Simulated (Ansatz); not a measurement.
**CdS (Greenockite) (100): surface energy and levels**

The task, for CdS (Greenockite): cut the (100) surface, relax it and get its surface energy and levels.

Computed with Ansatz 0.2.0 (DFT PBEsol, scalar-relativistic, plane waves, PAW, unless a step's input says otherwise).

**1. Starting point**

Symmetry: P6_3mc, No. 186, hexagonal system. The conventional cell has a = 4.124 Å, b = 4.124 Å, c = 6.710 Å, α = 90.00°, β = 90.00°, γ = 120.00°. Around Cd (site symmetry 3m) lie 4 S at 2.52 to 2.53 Å. Around S (site symmetry 3m) lie 4 Cd at 2.52 to 2.53 Å.

Coordinates:

```cif
data_structure
_symmetry_space_group_name_H-M 'P6_3mc'
_symmetry_Int_Tables_number 186
_cell_length_a 4.1238
_cell_length_b 4.1238
_cell_length_c 6.7095
_cell_angle_alpha 90.000
_cell_angle_beta 90.000
_cell_angle_gamma 120.000
_cell_volume 98.81
loop_
_atom_site_label
_atom_site_type_symbol
_atom_site_symmetry_multiplicity
_atom_site_Wyckoff_symbol
_atom_site_fract_x
_atom_site_fract_y
_atom_site_fract_z
_atom_site_occupancy
Cd1 Cd 2 b 0.33333 0.66667 0.99924 1
S1 S 2 b 0.33333 0.66667 0.37576 1
```

It is the result of an earlier relaxation at this level (volume 24.70 Å³/atom; gap on the mesh: 1.09 eV).

**2. Band edges and mean potential of the bulk**

Input file input.yaml:

```yaml
crystal:
  lattice:
    - [4.1238232233, 0.0, 0.0]
    - [-2.0619116117, 3.5713356721, 0.0]
    - [0.0, 0.0, 6.7095012896]
  atoms:
    - { symbol: Cd, position: [0.3333333333, 0.6666666667, -0.0007597462] }
    - { symbol: Cd, position: [0.6666666667, 0.3333333333, 0.4992402538] }
    - { symbol: S, position: [0.3333333333, 0.6666666667, 0.3757597462] }
    - { symbol: S, position: [0.6666666667, 0.3333333333, 0.8757597462] }
basis:
  ecutwfc: 420
kpoints:
  mp_grid: { grid: [9, 9, 4] }
  band_path: { path: [VBM, CBM], npoints: 2 }
hamiltonian:
  xc: pbesol
scf:
  occupations: { method: gaussian, width: 0.02 }
output:
  forces: true
  stress: true
  eigenvalues: true
```

Launch:

```bash
ansatz run input.yaml --threads 2 --pin off --max-ram 5120MiB --backend cpu --events-out ev --progress --plain --runs-dir out
```

The program printed, cut to the lines that bear on the results:

```text
[...]
SCF converged after 7 iterations
Free energy (F): -18140.452978 eV
[...]
E sigma→0 (E₀):  -18140.452978 eV
Fermi energy:    7.408164 eV
[...]
--- Forces (eV/Å), atoms counted from 1 ---
  atom   1  Cd     0.00000000    -0.00000000    -0.00109211
  atom   2  Cd     0.00000000     0.00000000    -0.00109211
  atom   3  S      0.00000000    -0.00000000     0.00110585
  atom   4  S     -0.00000000     0.00000000     0.00110585
[...]
--- Stress (GPa, compression-positive) ---
        0.000788       0.000000       0.000000
        0.000000       0.000788       0.000000
        0.000000       0.000000       0.010509
  P = ⅓ Tr σ = 0.0040 GPa (0.040 kbar)
--- Band table (eV; the first three rows and the last of 36) ---
[...]
```

Wall time 10 s (2 threads of Arm Neoverse V1, shared host); peak memory 0.37 GiB.

This run fixes the bulk's energy and where its band edges lie against its mean electrostatic potential. Its energy with the smearing taken to zero: -4535.1132 eV/atom.

**3. The (100) slab**

Planes are indexed in the bulk's conventional cell (P6_3mc (No. 186)), a = 4.124 Å, b = 4.124 Å, c = 6.710 Å, α = 90.00°, β = 90.00°, γ = 120.00°.

Cut from the relaxed bulk: a (100) slab, 11.9 Å thick as cut, with 15 Å of vacuum; its outer planes are CdS (top) and CdS (bottom).

The slab as cut. Layers, bottom to top:

```
plane  atoms per cell  height over the lowest (Å)
    1             CdS                        0.00
    2             CdS                        1.19
    3             CdS                        3.57
    4             CdS                        4.76
    5             CdS                        7.14
    6             CdS                        8.33
    7             CdS                       10.71
    8             CdS                       11.90
```

**4. Single point on the unrelaxed (100) slab**

A dipole layer in the vacuum cancels the field that periodic copies would set up if the slab's two faces differ.

Input file input.yaml:

```yaml
crystal:
  lattice:
    - [4.1238232233, 0.0, 0.0]
    - [0.0, 6.7095012896, 0.0]
    - [0.0, 0.0, 26.9044522404]
  atoms:
    - { symbol: Cd, position: [0.0, 0.0007597462, 0.2787642704] }
    - { symbol: S, position: [0.0, 0.6242402538, 0.2787642704] }
    - { symbol: Cd, position: [0.5, 0.5007597462, 0.3230114163] }
    - { symbol: S, position: [0.5, 0.1242402538, 0.3230114163] }
    - { symbol: Cd, position: [0.5, 0.0007597462, 0.4115057082] }
    - { symbol: S, position: [0.5, 0.6242402538, 0.4115057082] }
    - { symbol: Cd, position: [0.0, 0.5007597462, 0.4557528541] }
    - { symbol: S, position: [0.0, 0.1242402538, 0.4557528541] }
    - { symbol: Cd, position: [0.0, 0.0007597462, 0.5442471459] }
    - { symbol: S, position: [0.0, 0.6242402538, 0.5442471459] }
    - { symbol: Cd, position: [0.5, 0.5007597462, 0.5884942918] }
    - { symbol: S, position: [0.5, 0.1242402538, 0.5884942918] }
    - { symbol: Cd, position: [0.5, 0.0007597462, 0.6769885837] }
    - { symbol: S, position: [0.5, 0.6242402538, 0.6769885837] }
    - { symbol: Cd, position: [0.0, 0.5007597462, 0.7212357296] }
    - { symbol: S, position: [0.0, 0.1242402538, 0.7212357296] }
basis:
  ecutwfc: 420
kpoints:
  mp_grid: { grid: [7, 4, 1] }
hamiltonian:
  xc: pbesol
scf:
  occupations: { method: gaussian, width: 0.05 }
output:
  forces: true
  stress: true
  eigenvalues: true
efield:
  axis: 3
  dipole_correction: true
```

Launch:

```bash
ansatz run input.yaml --threads 2 --pin off --max-ram 5120MiB --backend cpu --events-out ev --progress --plain --runs-dir out
```

The program printed, cut to the lines that bear on the results:

```text
Warning: RAYON_NUM_THREADS=2 ignored (pool sized by the plan → 2); use --threads N
[...]
Pseudopotentials: kind: paw
Pseudopotential: Cd, paw, valence charge 20, recommended cutoff 420 eV (normal), Cd.paw.azcp
Pseudopotential: S, paw, valence charge 6, recommended cutoff 420 eV (normal), S.paw.azcp
Functional definition: PBEsol
[...]
Crystal: 16 atoms, lattice volume = 744.414 Å³
Basis set: ecut = 420 eV, 14531 PW (Γ), exchange–correlation on 60×90×360 points (8 copies of the dense FFT grid, shifted against one another)
Bands: 125, of which v1, the nominal top of the filled ones, is band 104 counted from 1 (103 counted from 0)
Symmetry: 2 space group operations
k-points: 12 of 28 (time reversal used)
[...]
Fermi energy:    1.717617 eV
Dipole field:    D = 0.000016 V/Å  (p = 0.000065 e·Å, saw-weighted, corrected)
Work function:   Φ+ = 4.7336 eV   Φ− = 4.7340 eV
Levels:          The Fermi level and band energies are counted from a zero that moves with the ramp; work functions are not
[...]
--- Forces (eV/Å), atoms counted from 1 ---
  atom   1  Cd     0.00000000    -0.92328380     0.94329970
  atom   2  S      0.00000000     0.29761080    -0.27520392
  atom   3  Cd     0.00000000     0.51438930    -0.29694117
  atom   4  S      0.00000000     0.22118888    -0.64666497
  atom   5  Cd     0.00000000    -0.17852939     0.17755422
  atom   6  S      0.00000000     0.00096859     0.23587138
  atom   7  Cd     0.00000000     0.06645474    -0.09192025
  atom   8  S      0.00000000     0.00118624    -0.15062535
[...]
--- Stress (GPa, compression-positive) ---
       -0.402288       0.000000       0.000000
        0.000000      -0.895566      -0.000007
        0.000000      -0.000007      -0.077142
  P = ⅓ Tr σ = -0.4583 GPa (-4.583 kbar)
--- Band table (eV; the first three rows and the last of 12) ---
[...]
```

Wall time 89 s (2 threads of Arm Neoverse V1, shared host); peak memory 1.6 GiB.

From the log: gap on the mesh 0.81 eV; ionisation potential 5.14 eV; electron affinity 4.33 eV.

**5. All atoms of the slab relaxed**

Changes to input.yaml since step 4:

```diff
@@ -32,4 +32,7 @@
   forces: true
-  stress: true
   eigenvalues: true
+relax:
+  adjacent_minimum: "off"
+  f_tol: 0.02
+  max_steps: 60
 efield:
```

Launch:

```bash
ansatz run input.yaml --threads 2 --pin off --max-ram 5120MiB --backend cpu --events-out ev --progress --plain --runs-dir out
```

The program printed:

```text
Warning: RAYON_NUM_THREADS=2 ignored (pool sized by the plan → 2); use --threads N
Engine: ansatz 0.2.0, aarch64-unknown-linux-gnu
[... 4 set-up lines as earlier in the session ...]
  exchange = pbesol_x
  correlation = pbesol_c
Crystal: 16 atoms, lattice volume = 744.414 Å³
Basis set: ecut = 420 eV, 14531 PW (Γ), exchange–correlation on 60×90×360 points (8 copies of the dense FFT grid, shifted against one another)
Bands: 125, of which v1, the nominal top of the filled ones, is band 104 counted from 1 (103 counted from 0)
[... 1 set-up line as earlier in the session ...]
k-points: 12 of 28 (time reversal used)
Non-local potential: Cd, projectors of the file, l = 0: 3, l = 1: 2, l = 2: 2, l = 3: 1
Non-local potential: S, projectors of the file, l = 0: 2, l = 1: 2, l = 2: 2
PAW form: soft (Blöchl's): semilocal exchange-correlation on the pseudo side does not see the compensation charge
PAW frozen core: Cd, regenerated for the run's functional, and the local potential with it (the file was generated under x = pbe(κ = 0.804, μ = 0.2195149727645171), c = pbe(β = 0.06672455060314922))
PAW frozen core: S, regenerated for the run's functional, and the local potential with it (the file was generated under x = pbe(κ = 0.804, μ = 0.2195149727645171), c = pbe(β = 0.06672455060314922))
PAW one-centre angular grid: Cd, 590 points (default); XC on 64 Gauss nodes
PAW one-centre angular grid: S, 110 points (default); XC on 64 Gauss nodes
Initial density: superposition of atomic densities (neutral atoms: chi_scale 0, normalization atom), corrected by the library's trained network
Initial wavefunctions: pseudopotential atomic-orbital guess
Functional: x = pbesol(κ = 0.804, μ = 0.12345679012345678), c = pbesol(β = 0.046)
SCF iter   1: F=—  HF=-72559.566788 eV  |F-HF|=—  |Δ(HF+E_count)|=         —  Δρ=3.78e-3  dr2=1.47e-1  ethr=1.77e-3  p=0.000 e·Å  D=1.11e-13 V/Å  ΔV_dip=-0.00 eV  dr2_dipole=1.78e-8  V_vac-E_F(+/−)=4.71/4.71 eV  ⟨swp⟩=7.5  Hψ=6341  notcnv=0  defer=85
efield: sawtooth ramp at fractional position 0.9500 (placed from the atoms, in the widest stretch of the axis that holds none; the zero of the levels goes with the place), width 0.1000; the density the first Hamiltonian is built on has a dipole p = 0.000 e·Å; the dipole correction subtracts the counter field D = 1.11e-13 V/Å, which shifts the + side's vacuum level by -0.00 eV against the − side's; the planar-averaged density in the ramp window peaks in size at 2.2e-5 e/Å³
preconditioner: auto → Resta (q_TF=auto, 2.206 Å⁻¹)  ε∞=3.2  [insulator: Δε(μ)=0.724 eV  Ē_g=10.920 eV  σ=0.050 eV  W_gap=1.00  n_scr=140 (ndim 8)  ℏωp=16.3 eV  f_vac=0.470  D(μ)=0.00/eV (n_scr^D=0)  ε∞_Penn≈3.2  vacuum switching on, ρ_ref=8.6e-3 e/Å³]
SCF iter   2: F=—  HF=-72559.525163 eV  |F-HF|=—  |Δ(HF+E_count)|=   4.16e-2  Δρ=1.11e-3  dr2=1.34e-2  ethr=7.08e-5  p=-0.000 e·Å  D=-1.66e-5 V/Å  ΔV_dip=0.00 eV  dr2_dipole=2.50e-8  V_vac-E_F(+/−)=4.76/4.76 eV  ⟨swp⟩=2.8  Hψ=2639  notcnv=0  defer=166
SCF iter   3: F=—  HF=-72559.522741 eV  |F-HF|=—  |Δ(HF+E_count)|=   2.42e-3  Δρ=3.46e-4  dr2=9.35e-4  ethr=6.44e-6  p=0.000 e·Å  D=1.21e-5 V/Å  ΔV_dip=-0.00 eV  dr2_dipole=1.67e-8  V_vac-E_F(+/−)=4.74/4.74 eV  ⟨swp⟩=2.0  Hψ=2182  notcnv=0  defer=166
SCF iter   4: F=—  HF=-72559.523391 eV  |F-HF|=—  |Δ(HF+E_count)|=   6.49e-4  Δρ=1.28e-4  dr2=1.60e-4  ethr=4.50e-7  p=-0.000 e·Å  D=-1.13e-5 V/Å  ΔV_dip=0.00 eV  dr2_dipole=1.45e-8  V_vac-E_F(+/−)=4.74/4.74 eV  ⟨swp⟩=2.8  Hψ=2144  notcnv=0  defer=166
iter 5 did not close the SCF: its close was put off for the readings that it lacked (scf_convergence_deferred on its scf_iter line)
SCF iter   5: F=-72559.523483 eV  HF=-72559.523474 eV  |F-HF|=9.15e-6  |Δ(HF+E_count)|=   8.35e-5  Δρ=2.97e-5  dr2=8.52e-6  ethr=7.69e-8  p=0.000 e·Å  D=1.16e-5 V/Å  ΔV_dip=-0.00 eV  dr2_dipole=1.53e-8  V_vac-E_F(+/−)=4.73/4.73 eV  ⟨swp⟩=2.0  Hψ=2183  notcnv=0  defer=166
SCF iter   6: F=-72559.523485 eV  HF=-72559.523485 eV  |F-HF|=4.80e-7  |Δ(HF+E_count)|=   1.11e-5  Δρ=1.43e-5  dr2=2.35e-6  ethr=4.09e-9  p=-0.000 e·Å  D=-1.67e-5 V/Å  ΔV_dip=0.00 eV  dr2_dipole=3.05e-8  V_vac-E_F(+/−)=4.73/4.73 eV  ⟨swp⟩=15.8  Hψ=8458  notcnv=0
SCF 1 converged in 6 iterations: F = -72559.523485 eV  dr2 = 2.35e-6
relax step   1: F+E_penalty+E_count = -72559.52348489 eV  Δ(F+E_penalty+E_count) = +0.000e0 eV  max|allowed force component| = 9.433e-1 eV/Å  Δτ_max = 0.0000 Å  (6 SCF iters, dr2 threshold 1.00e-5 eV, accepted)
[... from here on, the SCF cycles and remarks between the steps are left out ...]
relax step   2: F+E_penalty+E_count = -72560.08153447 eV  Δ(F+E_penalty+E_count) = -5.580e-1 eV  max|allowed force component| = 6.185e-1 eV/Å  Δτ_max = 0.1948 Å  (5 SCF iters, dr2 threshold 5.56e-5 eV, accepted)
relax step   3: F+E_penalty+E_count = -72560.33611684 eV  Δ(F+E_penalty+E_count) = -2.546e-1 eV  max|allowed force component| = 3.196e-1 eV/Å  Δτ_max = 0.1948 Å  (5 SCF iters, dr2 threshold 2.39e-5 eV, accepted)
relax step   4: F+E_penalty+E_count = -72560.43269727 eV  Δ(F+E_penalty+E_count) = -9.658e-2 eV  max|allowed force component| = 6.938e-2 eV/Å  Δτ_max = 0.1935 Å  (5 SCF iters, dr2 threshold 2.73e-5 eV, accepted)
relax step   5: F+E_penalty+E_count = -72560.44906009 eV  Δ(F+E_penalty+E_count) = -1.636e-2 eV  max|allowed force component| = 5.875e-2 eV/Å  Δτ_max = 0.0908 Å  (7 SCF iters, accepted)
relax step   6: F+E_penalty+E_count = -72560.45131798 eV  Δ(F+E_penalty+E_count) = -2.258e-3 eV  max|allowed force component| = 2.633e-2 eV/Å  Δτ_max = 0.0445 Å  (6 SCF iters, accepted)
relax step   7: F+E_penalty+E_count = -72560.45182016 eV  Δ(F+E_penalty+E_count) = -5.022e-4 eV  max|allowed force component| = 1.086e-2 eV/Å  Δτ_max = 0.0098 Å  (5 SCF iters, accepted)
SCF converged after 5 iterations
Free energy (F): -72560.451820 eV
Harris-Foulkes:  -72560.451820 eV  (|F-HF|=3.60e-8)
Internal energy: -72560.451820 eV  (E = F + TS)
E sigma→0 (E₀):  -72560.451820 eV
Fermi energy:    1.574088 eV
Dipole field:    D = 0.000001 V/Å  (p = 0.000005 e·Å, saw-weighted, corrected)
Work function:   Φ+ = 5.2737 eV   Φ− = 5.2737 eV
Levels:          The Fermi level and band energies are counted from a zero that moves with the ramp; work functions are not
--- Per-component energies (eV) ---
  E_band       = -5315.854597
  E_kinetic    = 4888.768632
  E_local      = -186001.058507  (includes V_loc(G=0)·N_el)
  E_nonlocal   = 523.040793
  E_hartree    = 91046.580751
  E_xc         = -2168.676147
  E_vxc        = -2461.865280  (∫ρ·V_xc dr)
  E_paw        = -36785.260887  (= ΣΔE_a)
  E_vpaw       = -4357.914551  (= ΣTr[D̂ρ^β])
  E_aug_tail   = 0.000112  (compensation charges beyond the density's cutoff)
  E_efield     = 0.000000  (sawtooth field / dipole correction)
  E_vefield    = -0.000000  (∫n·V_field dr)
  E_ewald      = 55932.922161
  E_core_change = 3.231272  (= ΣΔE_core)
  E_smearing   = -0.000000  (= −TS)
  E_closure    = -0.000000  (closes the sum)
  Σ components = -72560.451820   (vs F -72560.451820, Δ=0.00e0)
--- Forces (eV/Å), atoms counted from 1 ---
  atom   1  Cd     0.00000000    -0.00319119    -0.00143518
  atom   2  S      0.00000000    -0.00003920     0.00620572
  atom   3  Cd     0.00000000     0.00235414    -0.00909561
  atom   4  S      0.00000000     0.00048189     0.00867578
  atom   5  Cd     0.00000000    -0.00211981    -0.01085652
  atom   6  S      0.00000000    -0.00017475     0.00599004
  atom   7  Cd     0.00000000     0.00116851    -0.00371919
  atom   8  S      0.00000000     0.00150566     0.00216501
  atom   9  Cd     0.00000000     0.00116927     0.00371793
  atom  10  S      0.00000000     0.00150676    -0.00216129
  atom  11  Cd     0.00000000    -0.00211929     0.01085094
  atom  12  S      0.00000000    -0.00017545    -0.00598803
  atom  13  Cd     0.00000000     0.00235193     0.00909084
  atom  14  S      0.00000000     0.00048361    -0.00867072
  atom  15  Cd     0.00000000    -0.00318965     0.00143391
  atom  16  S      0.00000000    -0.00003965    -0.00620297
  max |Σ_I F_I| component: 2.72e-5 eV/Å
--- Band table (eV; the first three rows and the last of 12) ---
  k-point 0: bands = ["-100.6470", "-100.6470", "-100.4642", "-100.4642", "-100.3964", "-100.3964", "-100.1527", "-100.1527", "-61.8291", "-61.8291", "-61.7101", "-61.7101", "-61.7005", "-61.7005", "-61.5704", "-61.5704", "-61.5683", "-61.5683", "-61.5604", "-61.5604", "-61.5029", "-61.5028", "-61.4976", "-61.4976", "-61.4964", "-61.4964", "-61.2813", "-61.2813", "-61.2510", "-61.2510", "-61.2319", "-61.2319", "-11.5870", "-11.4902", "-11.3459", "-11.2023", "-11.1092", "-11.0317", "-10.6698", "-10.6687", "-7.0987", "-7.0966", "-6.9283", "-6.9217", "-6.9195", "-6.9159", "-6.8877", "-6.8835", "-6.8566", "-6.8290", "-6.7837", "-6.7549", "-6.7514", "-6.7215", "-6.7199", "-6.7150", "-6.6610", "-6.6329", "-6.6134", "-6.5759", "-6.5338", "-6.5143", "-6.5113", "-6.5020", "-6.5017", "-6.4757", "-6.4584", "-6.4546", "-6.3883", "-6.3809", "-6.3688", "-6.2544", "-6.2489", "-6.1577", "-6.1539", "-6.1536", "-6.0037", "-6.0036", "-5.9286", "-5.8878", "-3.6242", "-3.4222", "-2.9755", "-2.9133", "-2.3634", "-2.1330", "-1.8973", "-1.4989", "-1.0652", "-0.8028", "-0.8018", "-0.5803", "-0.4278", "-0.2403", "-0.1151", "0.1346", "0.1421", "0.2457", "0.4591", "0.4695", "0.5692", "0.6722", "0.8304", "0.9050", "2.2432", "2.9086", "3.6729", "3.8201", "4.2800", "4.4272", "4.6254", "4.7081", "5.6609", "5.7470", "6.1377", "6.2887", "6.6294", "6.7297", "6.9824", "7.0806", "7.3094", "7.4439", "7.4713", "7.6191", "7.7276"]
[... 3 lines left out ...]
--- Relaxed structure (7 steps of the walk, 7 accepted, 0 SCFs on fresh bases) ---
  F+E_penalty+E_count = -72560.45182016 eV   max|allowed force component| = 1.086e-2 eV/Å
  atoms:
    - { symbol: Cd, position: [0.0, -0.05006224783774618, 0.30074844102154785] }
    - { symbol: S, position: [0.0, 0.6123504249436232, 0.27127804155860985] }
    - { symbol: Cd, position: [0.5, 0.5140019134650636, 0.31739889695419843] }
    - { symbol: S, position: [0.5, 0.13170412641114795, 0.3250418206690952] }
    - { symbol: Cd, position: [0.5, 0.00940889590460785, 0.41495718302556217] }
    - { symbol: S, position: [0.5, 0.633069618965872, 0.4084900540341753] }
    - { symbol: Cd, position: [0.0, 0.5134597833419419, 0.4530899504375384] }
    - { symbol: S, position: [0.0, 0.13606794377591827, 0.45790416261196565] }
    - { symbol: Cd, position: [0.0, 0.013459786701176668, 0.5469100321889431] }
    - { symbol: S, position: [0.0, 0.6360679125906782, 0.5420958218882621] }
    - { symbol: Cd, position: [0.5, 0.5094086376231465, 0.5850428164868124] }
    - { symbol: S, position: [0.5, 0.13306942288949064, 0.5915099533269428] }
    - { symbol: Cd, position: [0.5, 0.014001913444199722, 0.6826011546079837] }
    - { symbol: S, position: [0.5, 0.631704012722075, 0.6749581337320358] }
    - { symbol: Cd, position: [0.0, 0.4499375614539148, 0.6992515515278871] }
    - { symbol: S, position: [0.0, 0.1123502936048899, 0.7287219859284407] }
```

Wall time 8.1 min (2 threads of Arm Neoverse V1, shared host); peak memory 1.7 GiB.

Relaxation path:

| step | energy from step 1 (eV/cell) | largest force component (eV/Å) |
| --- | --- | --- |
| 1 | 0.0000 | 0.9433 |
| 2 | -0.5580 | 0.6185 |
| 3 | -0.8126 | 0.3196 |
| 4 | -0.9092 | 0.0694 |
| 5 | -0.9256 | 0.0588 |
| 6 | -0.9278 | 0.0263 |
| 7 | -0.9283 | 0.0109 |

Step 1 is the start.

From the log: gap on the mesh 1.34 eV; ionisation potential 5.94 eV; electron affinity 4.60 eV.

Plane-averaged electrostatic potential energy of an electron across the slab, counted from the valence-band top:

(z (Å), V (eV)): (1.49, 5.94), (2.09, 5.94), (2.39, 5.94), (2.99, 5.94), (3.59, 5.94), (3.89, 5.94), (4.48, 5.94), (4.78, 5.93), (5.38, 5.88), (5.98, 5.59), (6.28, 5.08), (6.88, 1.67), (7.47, -2.06), (7.77, -3.72), (8.37, -6.08), (8.67, -5.57), (9.27, -0.44), (9.86, 3.55), (10.16, 2.74), (10.76, -2.30), (11.36, -4.31), (11.66, -4.43), (12.26, -3.71), (12.85, -0.09), (13.15, 2.65), (13.75, 2.65), (14.05, -0.09), (14.65, -3.71), (15.25, -4.43), (15.54, -4.31), (16.14, -2.30), (16.74, 2.74), (17.04, 3.55), (17.64, -0.44), (18.24, -5.57), (18.53, -6.08), (19.13, -3.72), (19.43, -2.06), (20.03, 1.67), (20.63, 5.08), (20.93, 5.59), (21.52, 5.88), (22.12, 5.93), (22.42, 5.94), (23.02, 5.94), (23.32, 5.94), (23.92, 5.94), (24.51, 5.94), (24.81, 5.94), (25.41, 5.94)

**6. Surface energy and levels of (100)**

The surface energy is (E_slab − N·E_bulk) / 2A, with N = 16 atoms and A = 27.67 Å².

|  | as cut | relaxed |
| --- | --- | --- |
| surface energy, mean of both faces | 0.66 J/m² | 0.39 J/m² |
| gap of the slab on the mesh | 0.81 eV | 1.34 eV |
| bulk valence top under the vacuum level | 5.31 eV | 6.08 eV |
| bulk conduction bottom under the vacuum level | 4.22 eV | 4.99 eV |
| dipole along +c (e·Å/cell) | 0.000 | 0.000 |

The bulk's band edges are placed through the mean potential in the slab's middle.

How the layers moved (bottom to top):

```
plane  atoms  spacing to the next, as cut (Å)  relaxed (Å)  change (%)  rumpling (Å)
    1    CdS                            1.190        0.947       -20.4         0.793
    2    CdS                            2.381        2.435        +2.3         0.206
    3    CdS                            1.190        1.178        -1.1         0.174
    4    CdS                            2.381        2.395        +0.6         0.130
    5    CdS                            1.190        1.178        -1.1         0.130
    6    CdS                            2.381        2.435        +2.3         0.174
    7    CdS                            1.190        0.947       -20.4         0.206
    8    CdS                                                                   0.793
```

**7. Summary of results**

| quantity | value |
| --- | --- |
| surface energy, (100), cut with CdS on top | 0.39 J/m² |
| bulk valence top under the vacuum level, (100), cut with CdS on top | 6.08 eV |

The outermost spacing of (100) contracts by 20.4 %, and relaxation gains 0.269 J/m² a face. The top plane rumples by 0.79 Å.
